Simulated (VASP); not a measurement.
**VASP 6.6.1 run: BN**

INCAR

```
SIGMA = 0.3
NBANDS = 11
LREAL = .FALSE.
PREC = Medium
ISMEAR = 2
LWAVE = .FALSE.
LCHARG = .FALSE.
LASPH = .TRUE.
EDIFF = 1E-7
IBRION = -1
NELM = 71
ENCUT = 520
ISIF = 2
NSW = 0
GGA = PS
```

KPOINTS

```
KPOINTS created by Atomic Simulation Environment
0
Gamma
12 12 12
0 0 0
```

POSCAR

```
B  N
 1.0000000000000000
     2.3561215006000000    0.0026307079000000   -0.2315042030000000
    -1.1689244400000001    2.0457049564999998    0.2315452333000000
    -0.8758633087000000   -0.8605277782000000    3.1374682307000001
 B   N
   1   1
Cartesian
  1.1815751210095349  2.0360155408550806 -0.0183994803346899
  0.2991889139361912 -0.1889424354480080  3.0376020648360935
```

The recommended PBE PAW datasets give the neutral cell 8 valence electrons.

Command

```
mpirun -np 1 vasp_std
```

**Question.** How does this run end, and what does it give?

**Answer.** It converged. Results: gap between bands v and c on the k mesh 4.22 eV; least direct gap on the k mesh 5.05 eV; pressure 57.3 GPa; largest force 0.01 eV/Å. Band v is the last that the valence electrons fill when counted band by band, and c is the next.

OSZICAR

```
N       E                     dE             d eps       ncg     rms          rms(c)
DAV:   1     0.138332529563E+02    0.13833E+02   -0.49304E+03 19446   0.707E+02
DAV:   2    -0.195055984937E+02   -0.33339E+02   -0.32212E+02 22647   0.173E+02
DAV:   3    -0.201676841971E+02   -0.66209E+00   -0.66079E+00 23206   0.221E+01
DAV:   4    -0.201692012546E+02   -0.15171E-02   -0.15170E-02 20698   0.117E+00
DAV:   5    -0.201692061146E+02   -0.48600E-05   -0.48600E-05 23067   0.595E-02    0.901E+00
DAV:   6    -0.181551788790E+02    0.20140E+01   -0.50591E+00 21580   0.132E+01    0.428E+00
DAV:   7    -0.178857036292E+02    0.26948E+00   -0.45488E-01 22579   0.465E+00    0.245E+00
DAV:   8    -0.178385475193E+02    0.47156E-01   -0.12088E-01 22855   0.222E+00    0.335E-01
DAV:   9    -0.178386835994E+02   -0.13608E-03   -0.21262E-03 21046   0.417E-01    0.160E-01
DAV:  10    -0.178388425576E+02   -0.15896E-03   -0.29138E-04 21475   0.131E-01    0.223E-02
DAV:  11    -0.178388540898E+02   -0.11532E-04   -0.21284E-05 22834   0.337E-02    0.186E-02
DAV:  12    -0.178388536743E+02    0.41546E-06   -0.42757E-06 21895   0.142E-02    0.102E-03
DAV:  13    -0.178388537176E+02   -0.43223E-07   -0.14198E-07 20315   0.345E-03
   1 F= -.17838854E+02 E0= -.17839001E+02  d E =0.588593E-03
```

Standard output (part)

```
POSCAR found type information on POSCAR B N
 POSCAR found :  2 types and       2 ions
|     Inconsistent Bravais lattice types found for crystalline and            |
|     reciprocal lattice:                                                     |
|        Crystalline: triclinic                                               |
|        Reciprocal : base-centered monoclinic                                |
|                    (instead of triclinic)                                   |
|     In most cases this is due to inaccuracies in the specification of       |
|     the crytalline lattice vectors.                                         |
|     Suggested SOLUTIONS:                                                    |
|      ) Refine the lattice parameters of your structure,                     |
 LDA part: xc-table for (Slater+PW92), standard interpolation
 POSCAR, INCAR and KPOINTS ok, starting setup
 WAVECAR not read
 entering main loop
```

For comparison, a separate PBE run of the intended cell, on usual settings and not on those above, gives a gap of 4.35 eV on its mesh and a pressure of 60.8 GPa.
